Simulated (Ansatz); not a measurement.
CuO:

```
Cu O
1.0
     1.99097   -2.15355    0.00000
     1.99097    2.15355    0.00000
     0.00000    0.00000    5.15593
Cu O
2 2
Direct
  0.50000 0.00000 0.00000
  0.00000 0.50000 0.50000
  0.50000 0.50000 0.25000
  0.50000 0.50000 0.75000
```

Measurements of this composition are mostly on another form, of space group No. 15.

```yaml
Program: Ansatz 0.2.0
Task: relaxation of cell and atoms
Functional: PBEsol
Potentials_or_basis: Ansatz PAW
Cutoff: "420 eV (not typed: the program's choice for these potentials)"
k_mesh: 9 × 9 × 5
Occupations: fermi-dirac, width 0.05 eV
Spin: no spin polarisation
Hubbard_terms: Cu d U = 3 eV
```

At the start: volume 11.05 Å³/atom.

Problem. Where does the relaxation end?

Solution. It ends after 10 steps and the volume is 10.76 Å³/atom (-2.6 %); space group P4_2/mmc (No. 131, to 0.05 Å).

The path:
```csv
step,energy change (eV),largest force (eV/Å),volume (Å³)
1,0.0000,0.0000,44.21
2,-0.0161,0.0000,43.62
3,-0.0246,0.0000,42.97
4,-0.0251,0.0000,43.07
5,-0.0252,0.0000,43.06
6,-0.0218,0.0000,43.06
7,-0.0222,0.0000,43.04
8,-0.0222,0.0000,43.04
9,-0.0223,0.0000,43.04
10,-0.0223,0.0000,43.04
```

Final structure:
```yaml
crystal:
  lattice:
    - [2.04559, -2.06086, 0.00000]
    - [2.04559, 2.06086, 0.00000]
    - [0.00000, 0.00000, 5.10522]
  atoms:
    - { symbol: Cu, position: [0.50000, 0.00000, 0.00000] }
    - { symbol: Cu, position: [0.00000, 0.50000, 0.50000] }
    - { symbol: O, position: [0.50000, 0.50000, 0.25000] }
    - { symbol: O, position: [0.50000, 0.50000, 0.75000] }
```

Caveat: the plane-wave basis is chosen anew once the cell has moved, so the energies of steps on either side of that aren't comparable; the pressure holds a Pulay correction of +0.7 GPa for the finite cutoff; the run has no spin polarisation, though such a crystal can be magnetic; U without spin polarisation on a metal has little footing; the PAW data sets come from PBE, with cores solved anew for the run's functional, which leaves a small shift of forces and pressure.
